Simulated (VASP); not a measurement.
# AlCo in VASP: a series of runs

One slab, AlCo, is run at these levels: RPBE, RPBE+D3; tasks: relaxation of the atoms.

Everything below comes from runs of VASP 6.6.1. Logs are shortened: lines on timing, memory, paths and dates and some standing lists are left out, and cuts for length are marked.

## Step 1: Starting point

The cell holds a slab with vacuum, 8 atoms: a = 2.819 Å, b = 2.819 Å, c = 24.868 Å, α = 90.00°, β = 90.00°, γ = 90.00°.

## Step 2: Relaxation of the atoms, RPBE, collinear spin, ferromagnetic start

INCAR

```
SYSTEM = AlCo
PREC = Accurate
ENCUT = 520
EDIFF = 1E-6
ISMEAR = -1
SIGMA = 0.05
LREAL = .FALSE.
LASPH = .TRUE.
NELM = 150
ALGO = Normal
ISIF = 2
LWAVE = .FALSE.
LCHARG = .FALSE.
ISPIN = 2
MAGMOM = 2 2 2 2 0 0 0 0
LORBIT = 11
LMAXMIX = 4
LDIPOL = .TRUE.
IDIPOL = 3
DIPOL = 0.5 0.5 0.500
GGA = RP
IBRION = 2
NSW = 40
EDIFFG = -0.01
```

KPOINTS

```
regular mesh
0
G
  7 7 1
  0 0 0
```

POSCAR

```
AlCo
1.0
    2.8194032100      0.0000000000      0.0000000000
    0.0000000000      2.8194032100      0.0000000000
    0.0000000000      0.0000000000     24.8679112350
Co Al
4 4
Selective dynamics
Direct
    0.5000000000      0.5000000000      0.3015934844  F F F
    0.5000000000      0.5000000000      0.4149686362  F F F
    0.5000000000      0.5000000000      0.5283437879  T T T
    0.5000000000      0.5000000000      0.6417189397  T T T
    0.0000000000      0.0000000000      0.3582810603  F F F
    0.0000000000      0.0000000000      0.4716562121  F F F
    0.0000000000      0.0000000000      0.5850313638  T T T
    0.0000000000      0.0000000000      0.6984065156  T T T
```

Potentials or basis: VASP PAW PBE potentials, release 64 (Co, Al).

The run is started by

```sh
> cat potpaw_PBE.64/Co/POTCAR potpaw_PBE.64/Al/POTCAR > POTCAR
> mpirun -np 1 vasp_std > vasp.out
```

OUTCAR:

```text
SYSTEM = AlCo
   PREC = Accurate
   ENCUT = 520
   EDIFF = 1E-6
   ISMEAR = -1
   LREAL = .FALSE.
   LASPH = .TRUE.
   NELM = 150
   ISIF = 2
   ISPIN = 2
   LORBIT = 11
   GGA = RP
   IBRION = 2
   NSW = 40
   EDIFFG = -0.01

 ion  position               nearest neighbor table
   1  0.500  0.500  0.302-   5 2.44   5 2.44   5 2.44   5 2.44   2 2.82
   2  0.500  0.500  0.415-   5 2.44   6 2.44   5 2.44   6 2.44   5 2.44   6 2.44   5 2.44   6 2.44
                             3 2.82   1 2.82
   3  0.500  0.500  0.528-   6 2.44   6 2.44   6 2.44   6 2.44   7 2.44   7 2.44   7 2.44   7 2.44
                             2 2.82   4 2.82
   4  0.500  0.500  0.642-   7 2.44   8 2.44   7 2.44   8 2.44   7 2.44   8 2.44   7 2.44   8 2.44
                             3 2.82
   5  0.000  0.000  0.358-   1 2.44   2 2.44   1 2.44   2 2.44   1 2.44   2 2.44   1 2.44   2 2.44
                             6 2.82
   6  0.000  0.000  0.472-   3 2.44   3 2.44   3 2.44   3 2.44   2 2.44   2 2.44   2 2.44   2 2.44
                             7 2.82   5 2.82
   7  0.000  0.000  0.585-   3 2.44   4 2.44   3 2.44   4 2.44   3 2.44   4 2.44   3 2.44   4 2.44
                             6 2.82   8 2.82
   8  0.000  0.000  0.698-   4 2.44   4 2.44   4 2.44   4 2.44   7 2.82

  LATTYP: Found a simple tetragonal cell.
 ALAT       =     2.8194032100
 C/A-ratio  =     8.8202748535

  Lattice vectors:

 A1 = (   2.8194032100,   0.0000000000,   0.0000000000)
 A2 = (   0.0000000000,   2.8194032100,   0.0000000000)
 A3 = (   0.0000000000,   0.0000000000,  24.8679112350)

Analysis of symmetry for initial positions (statically):
=====================================================================
 Subroutine PRICEL returns:
 Original cell was already a primitive cell.

 Routine SETGRP: Setting up the symmetry group for a
 simple tetragonal supercell.

 Subroutine GETGRP returns: Found  8 space group operations
 (whereof  8 operations were pure point group operations)
 out of a pool of 16 trial point group operations.

The static configuration has the point symmetry C_4v.

Analysis of symmetry for dynamics (positions and initial velocities):
=====================================================================
 Subroutine PRICEL returns:
 Original cell was already a primitive cell.

 Routine SETGRP: Setting up the symmetry group for a
 simple tetragonal supercell.

 Subroutine GETGRP returns: Found  8 space group operations
 (whereof  8 operations were pure point group operations)
 out of a pool of 16 trial point group operations.

The dynamic configuration has the point symmetry C_4v.

Analysis of constrained symmetry for selective dynamics:
=====================================================================
 Subroutine PRICEL returns:
 Original cell was already a primitive cell.

 Routine SETGRP: Setting up the symmetry group for a
 simple tetragonal supercell.

 Subroutine GETGRP returns: Found  8 space group operations
 (whereof  8 operations were pure point group operations)
 out of a pool of 16 trial point group operations.

The constrained configuration has the point symmetry C_4v.

Analysis of structural, dynamic, and magnetic symmetry:
=====================================================================
 Subroutine PRICEL returns:
 Original cell was already a primitive cell.

 Routine SETGRP: Setting up the symmetry group for a
 simple tetragonal supercell.

 Subroutine GETGRP returns: Found  8 space group operations
 (whereof  8 operations were pure point group operations)
 out of a pool of 16 trial point group operations.

The overall configuration has the point symmetry C_4v.

 Subroutine INISYM returns: Found  8 space group operations
 (whereof  8 operations are pure point group operations),
 and found     1 'primitive' translations

----------------------------------------------------------------------------------------

                                     Primitive cell

  volume of cell :     197.6759

  direct lattice vectors                    reciprocal lattice vectors
     2.819403210  0.000000000  0.000000000     0.354684990  0.000000000  0.000000000
     0.000000000  2.819403210  0.000000000     0.000000000  0.354684990  0.000000000
     0.000000000  0.000000000 24.867911235     0.000000000  0.000000000  0.040212465

  length of vectors
     2.819403210  2.819403210 24.867911235     0.354684990  0.354684990  0.040212465

  position of ions in fractional coordinates (direct lattice)
     0.500000000  0.500000000  0.301593484
     0.500000000  0.500000000  0.414968636
     0.500000000  0.500000000  0.528343788
     0.500000000  0.500000000  0.641718940
     0.000000000  0.000000000  0.358281060
     0.000000000  0.000000000  0.471656212
     0.000000000  0.000000000  0.585031364
     0.000000000  0.000000000  0.698406516

  ion indices of the primitive-cell ions
   primitive index   ion index
[... 51 lines left out ...]
   dimension x,y,z NGXF=    48 NGYF=   48 NGZF=  384
   ions per type =               4   4
   NGX,Y,Z   is equivalent  to a cutoff of  14.15, 14.15, 12.84 a.u.
   NGXF,Y,Z  is equivalent  to a cutoff of  28.30, 28.30, 25.67 a.u.
 SYSTEM =  AlCo
   PREC   = accura    normal or accurate (medium, high low for compatibility)
   ISTART =      0    job   : 0-new  1-cont  2-samecut
   ICHARG =      2    charge: 1-file 2-atom 10-const
   ISPIN  =      2    spin polarized calculation?
   LNONCOLLINEAR =      F non collinear calculations
   LSORBIT =      F    spin-orbit coupling
   LASPH  =      T    aspherical Exc in radial PAW
   ENCUT  =  520.0 eV  38.22 Ry    6.18 a.u.   5.24  5.24 46.24*2*pi/ulx,y,z
   NELM   =    150;   NELMIN=  2; NELMDL= -5     # of ELM steps
   EDIFF  = 0.1E-05   stopping-criterion for ELM
   LREAL  =      F    real-space projection
   EDIFFG = -.1E-01   stopping-criterion for IOM
   NSW    =     40    number of steps for IOM
   IBRION =      2    ionic relax: 0-MD 1-quasi-New 2-CG
   NFREE  =      1    steps in history (QN), initial steepest desc. (CG)
   ISIF   =      2    stress and relaxation
   ISYM   =      2    0-nonsym 1-usesym 2-fastsym
   POTIM  = 0.5000    time-step for ionic-motion
   TEBEG  =    0.0;   TEEND  =   0.0 temperature during run
   PSTRESS=    0.0 pullay stress
   NELECT =      48.0000    total number of electrons
   NUPDOWN=      -1.0000    fix difference up-down
   EMIN   =  10.00;   EMAX   =-10.00  energy-range for DOS
   EFERMI =   0.00;   METHOD = LEGACY
   ISMEAR =    -1;   SIGMA  =   0.05  broadening in eV -4-tet -1-fermi 0-gaus
   EFERMI_NEDOS =   21; number of points for ismear=-14 and -15
   IALGO  =     38    algorithm
   IMIX   =      4    mixing-type and parameters
     AMIX     =   0.40;   BMIX     =  1.00
     AMIX_MAG =   1.60;   BMIX_MAG =  1.00
  volume/ion in A,a.u.               =      24.71       166.75
  Fermi-wavevector in a.u.,A,eV,Ry     =   1.021341  1.930054 14.192741  1.043137
  Thomas-Fermi vector in A             =   2.154960
   LORBIT       =     11    0 simple, 1 ext, 2 COOP (PROOUT), +10 PAW based schemes
   GGA     = RP    functional components
   LHFCALC =     F    Hartree Fock is set to
   AEXX    =    0.0000 exact exchange contribution
   IVDW    =     0    specifies the selected vdW correction
   LEPSILON=     F    determine dielectric tensor
   LRPA    =     F    only Hartree local field effects (RPA)
 conjugate gradient relaxation of ions
 spin polarized calculation
  energy-cutoff  :      520.00
  volume of cell :      197.68
 maximum number of plane-waves:      5341
 NGX is ok and might be reduce to    24
   NGX = 11   NGY = 11   NGZ = 93

--------------------------------------- Ionic step        1  -------------------------------------------

 number of electron      47.9999988 magnetization       2.1799402

 Free energy of the ion-electron system (eV)
  ---------------------------------------------------
  ext. energy  EPLUGINS =         0.00000000
  ---------------------------------------------------
  free energy    TOTEN  =       -41.89601706 eV

  energy without entropy =      -41.84914005  energy(sigma->0) =      -41.87257855

------------------------ aborting loop because EDIFF is reached ----------------------------------------

  FORCE on cell =-STRESS in cart. coord.  units (eV):
  Direction    XX          YY          ZZ          XY          YZ          ZX
  --------------------------------------------------------------------------------------
  -------------------------------------------------------------------------------------
  Total        3.0499139      3.0499139      6.0761716      0.0000000      0.0000000      0.0000000
  in kB       24.7197727     24.7197727     49.2478101      0.0000000      0.0000000      0.0000000
  external PRESSURE =      32.8957851 kB  Pullay stress =       0.0000000 kB
[... 107 lines left out ...]
  FREE ENERGIE OF THE ION-ELECTRON SYSTEM (eV)
  ---------------------------------------------------
  free  energy   TOTEN  =       -41.9249132180 eV

  energy  without entropy=      -41.8767110232  energy(sigma->0) =      -41.90081212

 dipolmoment           0.000000      0.000000      0.006571 electrons x Angstroem

[... ionic steps 4 to 12 ...]

--------------------------------------- Ionic step       13  -------------------------------------------

 number of electron      47.9999989 magnetization       1.9615644

------------------------ aborting loop because EDIFF is reached ----------------------------------------
[... 79 lines left out ...]
--------------------------------------- Ionic step       15  -------------------------------------------

 number of electron      47.9999990 magnetization       1.9910381

 dipolmoment           0.000000      0.000000     -0.021930 electrons x Angstroem

 Free energy of the ion-electron system (eV)
  ---------------------------------------------------
  ext. energy  EPLUGINS =         0.00000000
  ---------------------------------------------------
  free energy    TOTEN  =       -41.98016288 eV

  energy without entropy =      -41.93177978  energy(sigma->0) =      -41.95597133

 E-fermi :   2.9217     XC(G=0):  -6.6143

 val. band max:        2.9193056696   @ k =   0.4286   0.0000   0.0000
 cond. band min:       2.9249165830   @ k =   0.2857   0.1429   0.0000
 fundamental gap:      0.0056109134
 Fermi energy:         2.9216952912

 spin component 1

 k-point     1 :       0.0000    0.0000    0.0000
  band No.  band energies     occupation
      1      -7.7977      1.00000
      2      -7.1597      1.00000
      3      -5.9645      1.00000
      4      -4.5908      1.00000
      5      -2.8039      1.00000
      6      -1.3512      1.00000
[... 349 lines left out ...]
     32       6.0904      0.00000
     33       6.2362      0.00000
 Fermi energy:         2.9216952912

 spin component 2

 k-point     1 :       0.0000    0.0000    0.0000
  band No.  band energies     occupation
      1      -7.8214      1.00000
      2      -7.1817      1.00000
      3      -5.9772      1.00000
      4      -4.5815      1.00000
      5      -2.7168      1.00000
      6      -1.1352      1.00000
[... 349 lines left out ...]
     32       6.2430      0.00000
     33       6.6238      0.00000

------------------------ aborting loop because EDIFF is reached ----------------------------------------

 vacuum level on the upper side and lower side of the slab       (xc-potential included)        -0.374         0.197

  FORCE on cell =-STRESS in cart. coord.  units (eV):
  Direction    XX          YY          ZZ          XY          YZ          ZX
  --------------------------------------------------------------------------------------
  -------------------------------------------------------------------------------------
  Total        1.2285284      1.2285284      2.9148959      0.0000000      0.0000000     -0.0000000
  in kB        9.9573118      9.9573118     23.6254421      0.0000000      0.0000000     -0.0000000
  external PRESSURE =      14.5133552 kB  Pullay stress =       0.0000000 kB
[... 23 lines left out ...]
  FREE ENERGIE OF THE ION-ELECTRON SYSTEM (eV)
  ---------------------------------------------------
  free  energy   TOTEN  =       -41.9801628768 eV

  energy  without entropy=      -41.9317797832  energy(sigma->0) =      -41.95597133

 reached required accuracy - stopping structural energy minimisation

 vacuum level on the upper side and lower side of the slab         6.570         7.116

 total charge

# of ion       s       p       d       tot
------------------------------------------
    1        0.415   0.320   7.345   8.080
    2        0.452   0.532   7.523   8.507
    3        0.433   0.499   7.493   8.424
    4        0.440   0.501   7.498   8.440
    5        0.409   0.441   0.000   0.850
    6        0.399   0.433   0.000   0.832
    7        0.394   0.419   0.000   0.813
    8        0.423   0.367   0.000   0.790
--------------------------------------------------
tot          3.365   3.512  29.860  36.736

 magnetization (x)

# of ion       s       p       d       tot
------------------------------------------
    1        0.019   0.006   1.340   1.364
    2        0.000  -0.008   0.111   0.104
    3        0.000  -0.004   0.136   0.132
    4        0.009  -0.007   0.347   0.349
    5       -0.007  -0.014   0.000  -0.021
    6       -0.001  -0.003   0.000  -0.004
    7       -0.001  -0.003   0.000  -0.004
    8        0.006   0.013   0.000   0.018
--------------------------------------------------
tot          0.025  -0.021   1.935   1.939
```

It took 59 min on 1 thread of Intel Xeon Platinum 8375C at 2.90GHz (Ice Lake), shared host; peak memory 0.47 GiB.

Results:

| Property | Result |
| --- | --- |
| Free energy | -41.9802 eV |
| Energy gained by relaxing | 10.5 meV/atom |
| Ionic steps | 15 |
| Band gap on the k mesh | none (metal or under the smearing width) |
| Net moment | 1.99 μB per cell |
| Site moments | Co +1.36, +0.10, +0.13, +0.35; Al -0.02, -0.00, +0.02 μB |
| Valence electrons inside the program's atomic spheres | Co 8.08, 8.51, 8.42, 8.44; Al 0.85, 0.83, 0.81, 0.79 |

The path:
| step | energy change (eV) | largest force (eV/Å) | pressure (GPa) |
| --- | --- | --- | --- |
| 1 | 0.0000 | 0.7018 | 3.29 |
| 2 | -0.0191 | 0.6126 | 3.23 |
| 3 | -0.0289 | 0.6086 | 3.20 |
| 4 | -0.0399 | 0.6055 | 3.06 |
| 5 | -0.0607 | 0.5997 | 2.66 |
| 6 | -0.0525 | 0.6830 | 1.96 |
| 7 | -0.0649 | 0.5992 | 2.37 |
| 8 | -0.0737 | 0.5983 | 2.16 |
| 9 | -0.0826 | 0.5984 | 1.69 |
| 10 | -0.0827 | 0.5983 | 1.65 |
| 11 | -0.0834 | 0.5990 | 1.60 |
| 12 | -0.0840 | 0.6003 | 1.53 |
| 13 | -0.0838 | 0.6032 | 1.39 |
| 14 | -0.0841 | 0.6017 | 1.46 |
| 15 | -0.0841 | 0.6018 | 1.45 |

Final structure:
```yaml
crystal:
  lattice:
    - [2.81940, 0.00000, 0.00000]
    - [0.00000, 2.81940, 0.00000]
    - [0.00000, 0.00000, 24.86791]
  atoms:
    - { symbol: Co, position: [0.50000, 0.50000, 0.30159] }
    - { symbol: Co, position: [0.50000, 0.50000, 0.41497] }
    - { symbol: Co, position: [0.50000, 0.50000, 0.53131] }
    - { symbol: Co, position: [0.50000, 0.50000, 0.65189] }
    - { symbol: Al, position: [0.00000, 0.00000, 0.35828] }
    - { symbol: Al, position: [0.00000, 0.00000, 0.47166] }
    - { symbol: Al, position: [0.00000, 0.00000, 0.59031] }
    - { symbol: Al, position: [0.00000, 0.00000, 0.70780] }
```

Levels at points of the mesh, in eV from the Fermi level:
Spin up:
```
           k point  band 23  band 24  band 25  band 26  band 27  band 28
(0.00, 0.00, 0.00)    -0.85    -0.74    -0.71    -0.59     0.46     1.79
```
Spin down:
```
           k point  band 21  band 22  band 23  band 24  band 25  band 26
(0.00, 0.00, 0.00)    -0.49    -0.24    -0.24    -0.19     0.29     0.60
```

Caveat: the PAW data sets were made with another functional, which shifts forces and pressure a little.

## Step 3: Relaxation of the atoms, RPBE+D3, collinear spin, ferromagnetic start

Changes to INCAR since step 2:

```diff
@@ -21,2 +21,3 @@
 GGA = RP
+IVDW = 11
 IBRION = 2
```

KPOINTS is that of step 2.

POSCAR is that of step 2.

Potentials or basis: VASP PAW PBE potentials, release 64 (Co, Al).

The run is started by

```sh
> cat potpaw_PBE.64/Co/POTCAR potpaw_PBE.64/Al/POTCAR > POTCAR
> mpirun -np 1 vasp_std > vasp.out
```

Wall time 41 min (1 thread of Intel Xeon Platinum 8375C at 2.90GHz (Ice Lake), shared host); peak memory 0.48 GiB.

Results (log left out):

```
Free energy                                           : -44.8087 eV
Energy gained by relaxing                             : 3.5 meV/atom
Ionic steps                                           : 13
Band gap on the k mesh                                : none (metal or under the smearing width)
Net moment                                            : 2.14 μB per cell
Site moments                                          : Co +1.37, +0.10, +0.13, +0.47; Al -0.02, -0.00, -0.01, +0.02 μB
Valence electrons inside the program's atomic spheres : Co 8.08, 8.51, 8.47; Al 0.85, 0.84, 0.83, 0.80
Dispersion energy per atom                            : -0.356 eV
```

The path:
```csv
step,energy change (eV),largest force (eV/Å),pressure (GPa)
1,0.0000,0.6571,1.04
2,-0.0114,0.6550,1.03
3,-0.0145,0.6533,1.04
4,-0.0167,0.6517,1.01
5,-0.0196,0.6477,0.92
6,-0.0212,0.6470,0.87
7,-0.0249,0.6462,0.70
8,-0.0268,0.6445,0.38
9,-0.0270,0.6452,0.44
10,-0.0277,0.6451,0.38
11,-0.0280,0.6450,0.29
12,-0.0280,0.6451,0.27
13,-0.0280,0.6451,0.28
```

Final structure:
```xyz
8
Lattice="2.8194 0.0000 0.0000 0.0000 2.8194 0.0000 0.0000 0.0000 24.8679" Properties=species:S:1:pos:R:3 pbc="T T T"
Co    1.4097    1.4097    7.5000
Co    1.4097    1.4097   10.3194
Co    1.4097    1.4097   13.1710
Co    1.4097    1.4097   16.0957
Al    0.0000    0.0000    8.9097
Al    0.0000    0.0000   11.7291
Al    0.0000    0.0000   14.6032
Al    0.0000    0.0000   17.4668
```

Levels at points of the mesh, in eV from the Fermi level:
Spin up:
```csv
k point,band 22,band 23,band 24,band 25,band 26,band 27,band 28,band 29
"(0.00, 0.00, 0.00)",-0.85,-0.85,-0.74,-0.71,-0.67,0.59,1.93,3.20
```
Spin down:
| k point | band 20 | band 21 | band 22 | band 23 | band 24 | band 25 | band 26 | band 27 |
| --- | --- | --- | --- | --- | --- | --- | --- | --- |
| (0.00, 0.00, 0.00) | -0.64 | -0.57 | -0.24 | -0.24 | -0.05 | 0.30 | 0.60 | 0.89 |

Caveat: the PAW data sets were made with another functional, which shifts forces and pressure a little.
